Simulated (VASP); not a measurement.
# Sc: intraband terms of a metal's spectrum

Sc, Fm-3m (no. 225), 1 atom in the cell. PBE, independent-particle dielectric function; PAW potentials Sc_sv (PBE set).

## Input

INCAR.step1:
```
SYSTEM = Sc
PREC = Accurate ; ENCUT = 260
ISMEAR = 1 ; SIGMA = 0.1
EDIFF = 1E-7 ; LASPH = .True.
KPAR = 4 ; LWAVE = .False.
LCHARG = .True. ; LMAXMIX = 4
```

INCAR.step2:
```
SYSTEM = Sc
PREC = Accurate ; ENCUT = 260
ISMEAR = 0 ; SIGMA = 0.3
EDIFF = 1E-6 ; LASPH = .True.
KPAR = 4 ; LWAVE = .True.
LCHARG = .False. ; LMAXMIX = 4
ICHARG = 11 ; NBANDS = 20
NEDOS = 3000 ; OMEGAMAX = 30
CSHIFT = 0.1
```

INCAR.step3, as INCAR.step2 but for:
```
- LWAVE = .True.
+ LWAVE = .False.
+ LOPTICS = .True.
+ ALGO = None
+ NELM = 1
+ ISTART = 1
```

INCAR.step4, as INCAR.step3 but for:
```
+ WPLASMAI = 0.03
```

INCAR.step5 to INCAR.step6 change the same tag again: WPLASMAI = 0.1, 0.3.

INCAR.step7, as INCAR.step6 but for:
```
- WPLASMAI = 0.3
+ RTIME = 40
```

INCAR.step8, as INCAR.step7 but for:
```
- RTIME = 40
+ RTIME = 1
```

INCAR.step9, as INCAR.step8 but for:
```
- RTIME = 1
+ LNABLA = .True.
```

INCAR.step10, as INCAR.step9 but for:
```
- ISMEAR = 0
- LNABLA = .True.
+ ISMEAR = -5
```

KPOINTS.step1:
```
k-points
0
Gamma
  10 10 10
```

KPOINTS.step2:
```
k-points
0
Gamma
  21 21 21
```

POSCAR:
```
Sc
1.0
    0.0000000000      2.2600000000      2.2600000000
    2.2600000000      0.0000000000      2.2600000000
    2.2600000000      2.2600000000      0.0000000000
Sc
1
Direct
    0.0000000000      0.0000000000      0.0000000000
```

Commands (each step's output is kept before the next begins):
```
cat potpaw_PBE.64/Sc_sv/POTCAR > POTCAR
cp INCAR.step1 INCAR
cp KPOINTS.step1 KPOINTS
mpirun -np 4 vasp_std > vasp.out
cp INCAR.step2 INCAR
cp KPOINTS.step2 KPOINTS
mpirun -np 4 vasp_std > vasp.out
cp INCAR.step3 INCAR
mpirun -np 4 vasp_std > vasp.out
cp INCAR.step4 INCAR
mpirun -np 4 vasp_std > vasp.out
cp INCAR.step5 INCAR
mpirun -np 4 vasp_std > vasp.out
cp INCAR.step6 INCAR
mpirun -np 4 vasp_std > vasp.out
cp INCAR.step7 INCAR
mpirun -np 4 vasp_std > vasp.out
cp INCAR.step8 INCAR
mpirun -np 4 vasp_std > vasp.out
cp INCAR.step9 INCAR
mpirun -np 4 vasp_std > vasp.out
cp INCAR.step10 INCAR
mpirun -np 4 vasp_std > vasp.out
```

## Result

- Bands: 20

One ground state, settings moved in the last step alone:

| Settings | Plasma frequency (eV) | Im ε at 0.5 eV | Im ε at 1 eV | Im ε at 2 eV | Im ε at 4 eV | Time (s) |
|---|---|---|---|---|---|---|
| interband part alone | 4.05 | 30.7 | 28.7 | 16.0 | 6.8 | 6 |
| Drude term, WPLASMAI 0.03 | 4.05 | 34.6 | 29.2 | 16.1 | 6.8 | 6 |
| Drude term, WPLASMAI 0.1 | 4.05 | 43.3 | 30.3 | 16.2 | 6.8 | 6 |
| Drude term, WPLASMAI 0.3 | 4.05 | 59.7 | 33.2 | 16.6 | 6.8 | 6 |
| relaxation time RTIME 40 fs | 4.05 | 32.8 | 28.9 | 16.1 | 6.8 | 6 |
| relaxation time RTIME 1 fs | 4.05 | 62.3 | 36.2 | 17.2 | 6.9 | 6 |
| transversal form (LNABLA) | 3.78 | 27.4 | 25.8 | 14.9 | 6.3 | 6 |
| tetrahedron method | – | – | – | – | – | no result |

VASP 6.6.1 took 54 s on 4 cores (Intel Xeon Platinum 8488C (Sapphire Rapids)), a shared host.
